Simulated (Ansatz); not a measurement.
# Work and stress of cleavage in Al

The calculation used DFT PBE, scalar-relativistic, plane waves, PAW (Ansatz). The runs took a 420 eV cutoff, a Γ-centred 19×19×4 mesh and Gaussian smearing (0.15 eV). No spin polarisation. Energies are free energies at this smearing, counted from the undisturbed cell; pressure is positive in compression.

Zero of the scan (as given, not relaxed at this level; it stands at -0.4 GPa):

```xyz
6
Lattice="2.0240 -2.0240 0.0000 2.0240 0.0000 -2.0240 8.0959 8.0959 8.0959" Properties=species:S:1:pos:R:3 pbc="T T T"
Al    3.3732   -0.6748   -0.6748
Al    7.4211    7.4211    7.4211
Al    3.3732    1.3492    1.3492
Al    7.4211    3.3732    3.3732
Al    3.3732    3.3732    3.3732
Al    7.4211    5.3971    5.3971
```

The cut lies on the cell's a–b face, a (1 1 1) plane (indices in the standard cell, whose axes needn't be the Cartesian ones shown) of area 7.10 Å², between layers 2.34 Å apart. Vector c is lengthened by d along the normal with the atoms' Cartesian places fixed: one unrelaxed cut a cell. The traction is positive where the two halves pull on each other.

```csv
d (Å),energy (J/m²),traction (GPa)
-0.30,0.32,-26.1
-0.15,0.06,-9.7
0.00,0.00,0.2
0.25,0.13,9.0
0.50,0.39,11.3
0.75,0.67,10.7
1.00,0.92,9.1
1.50,1.28,5.4
2.00,1.48,2.8
3.00,1.62,0.5
4.50,1.65,0.0
6.00,1.65,0.0
```

Question: What are the work of separation and the cleavage stress, and do they fit the universal binding curve?

Answer: The energy levels off near W ≈ 1.65 J/m² (the traction is down to 0.0 GPa), the energy of the two unrelaxed faces, 0.82 J/m² each on average. The largest sampled traction is 11.3 GPa at d = 0.50 Å, and a parabola through it and its two neighbours peaks at σ_max ≈ 11.5 GPa, d ≈ 0.57 Å. The curve E = W[1 − (1 + d/ℓ)exp(−d/ℓ)] peaks in traction at d = ℓ with σ_max = W/(eℓ); with 1 J/m² per Å = 10 GPa this W and σ_max give ℓ = 0.53 Å. A parabola through that curve at the same three d peaks at 0.56 Å, against 0.57 Å here, a fair fit. Real crystals break at far lower stress, because cracks concentrate it, and on the plane of lowest W, which needn't be this one.

The cut is rigid; relaxing the faces lowers these energies and usually the stresses.

In a metal these slopes depend on the k mesh and the smearing.